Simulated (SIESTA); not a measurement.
A run of SIESTA 5.4.2 is set up as follows.

The input Te2Mo.fdf:

```
SystemName                      Te2Mo
SystemLabel                     Te2Mo
NumberOfSpecies                 2
NumberOfAtoms                   6
%block ChemicalSpeciesLabel
  1  52 Te
  2  42 Mo
%endblock ChemicalSpeciesLabel

LatticeConstant                 1.0 Ang
%block LatticeVectors
     3.5182000000     0.0000000000     0.0000000000
    -1.7591000000     3.0468505756     0.0000000000
     0.0000000000     0.0000000000    13.9736000000
%endblock LatticeVectors
AtomicCoordinatesFormat         Fractional
%block AtomicCoordinatesAndAtomicSpecies
     0.6666666667     0.3333333333     0.3790000000  1  Te
     0.3333333333     0.6666666667     0.8790000000  1  Te
     0.6666666667     0.3333333333     0.1210000000  1  Te
     0.3333333333     0.6666666667     0.6210000000  1  Te
     0.6666666667     0.3333333333     0.7500000000  2  Mo
     0.3333333333     0.6666666667     0.2500000000  2  Mo
%endblock AtomicCoordinatesAndAtomicSpecies

%block kgrid.MonkhorstPack
    9   0   0  0.0
    0   9   0  0.0
    0   0   2  0.0
%endblock kgrid.MonkhorstPack
XC.Functional                   LDA
XC.Authors                      PZ
PAO.BasisSize                   DZP
PAO.EnergyShift                 0.002 Ry
Mesh.Cutoff                     800 Ry
OccupationFunction              FD
ElectronicTemperature           0.05 eV
MaxSCFIterations                120
SCF.MustConverge                false
SCF.Mixer.Method                Pulay
SCF.Mixer.Weight                0.25
SCF.Mixer.History               8
SCF.DM.Tolerance                5.0e-05
SCF.H.Tolerance                 1.0e-03 eV
WriteForces                     true
Charge.Mulliken                 end
BandLinesScale                  ReciprocalLatticeVectors
%block BandLines
    1    0.000000   0.000000   0.000000  \Gamma
   13    0.500000   0.000000   0.000000  M
    8    0.333333   0.333333   0.000000  K
   15    0.000000   0.000000   0.000000  \Gamma
    3    0.000000   0.000000   0.500000  A
   13    0.500000   0.000000   0.500000  L
    8    0.333333   0.333333   0.500000  H
   15    0.000000   0.000000   0.500000  A
    1    0.500000   0.000000   0.500000  L
    3    0.500000   0.000000   0.000000  M
    1    0.333333   0.333333   0.000000  K
    3    0.333333   0.333333   0.500000  H
%endblock BandLines
```

Potentials or basis: PseudoDojo 0.4 standard (LDA files), DZP (energy shift 0.002 Ry).

Launch:

```bash
$ siesta Te2Mo.fdf > Te2Mo.out 2>&1
```

(1) What does it give for the band gap along the path?

(2) Predict the pressure.

## Answers

(1) 0.72 eV, indirect (least direct gap 1.03 eV).

(2) 0.6 GPa.

Caveat: semicore shells carry a single zeta, which can move pressures by several GPa and volumes by a few percent; spin-orbit coupling is left out, which moves the levels of the heavy elements; the basis of atomic orbitals isn't converged, which shifts pressures, moduli and gaps.

**Measured values to compare with.**

“Broadband infrared study of pressure-tunable Fano resonance and metallization transition in 2H-MoTe2”, 2022, pmc:9569381 quotes, for a bulk crystal of Te2Mo at 300 K: band gap 0.88 ± 0.05 eV (indirect).

A measured gap of Te2Mo is 0.88 eV (indirect; 300 K; quoted in “Broadband infrared study of pressure-tunable Fano resonance and metallization transition in 2H-MoTe2”, 2022, pmc:9569381); the calculated 0.72 eV misses it by -0.16 eV. Spin-orbit coupling on Mo, Te is left out. The value is that of LDA-PZ in an atomic basis (PseudoDojo 0.4 standard (LDA files), DZP (energy shift 0.002 Ry)), whose error adds to the functional's,, without temperature or zero-point motion. Semilocal functionals fall short of measured gaps as a rule.
